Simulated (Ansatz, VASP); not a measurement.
## SrO: VASP beside Ansatz

```
Sr O
1.0
     0.00000    2.56980    2.56980
     2.56980    0.00000    2.56980
     2.56980    2.56980    0.00000
Sr O
1 1
Direct
  0.00000 0.00000 0.00000
  0.50000 0.50000 0.50000
```

Alike in both runs: task single point; functional PBE; k mesh 8 × 8 × 8; occupations fermi-dirac, width 0.02 eV; no spin polarisation.

```csv
,VASP,Ansatz
version,VASP 6.6.1,Ansatz 0.2.0
potentials or method,"VASP PAW PBE potentials, release 64 (Sr_sv, O), cutoff 520 eV","all-electron LAPW, scalar-relativistic"
```

|  | VASP | Ansatz | Ansatz less VASP |
| --- | --- | --- | --- |
| gap on the k mesh at the Fermi level (eV) | 3.26 | 3.31 | +0.047 |
| pressure (GPa) | 3.5 | 2.9 | -0.59 |

Ansatz ran all-electron here, so the differences hold the error of VASP's frozen core and of both bases.

A k mesh can miss the band edges.
